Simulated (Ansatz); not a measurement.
Crystal: CoO.

```
CELL_PARAMETERS angstrom
1.60222 0.92504 2.56647
-1.60222 0.92504 2.56647
0.00000 -1.85008 2.56647
ATOMIC_POSITIONS crystal
Co 0.99898 0.99898 0.99898
O 0.75102 0.75102 0.75102
```

Measurements of this composition are mostly on another form, of space group No. 225.

Base run:

```yaml
Program: Ansatz 0.2.0
Functional: PBE
Potentials_or_basis: Ansatz PAW
Cutoff: "420 eV (not typed: the program's choice for these potentials)"
k_mesh: 9 × 9 × 9
Occupations: fermi-dirac, width 0.05 eV
Spin: collinear spin, ferromagnetic start
Starting_moments: "[2.5, 0.0] μB"
Fixed_moment: 2.5 μB
```

Its results: pressure -2.5 GPa; site moments Co +2.03; O +0.24 μB; largest force 0.218 eV/Å.

**Question.** The run is repeated on the same cell with these changes: fixed moment from 2.5 μB to 3 μB; moments at the start from [2.5, 0.0] to [3.0, 0.0]. What comes out?

**Answer.** Pressure 2.1 GPa; site moments Co +2.36; O +0.36 μB; largest force 0.304 eV/Å.

Caveats: the total moment is fixed, so each spin has its own Fermi level; a cell with one magnetic atom can't hold antiferromagnetic order, which such compounds often take; the thresholds are loose for stress.
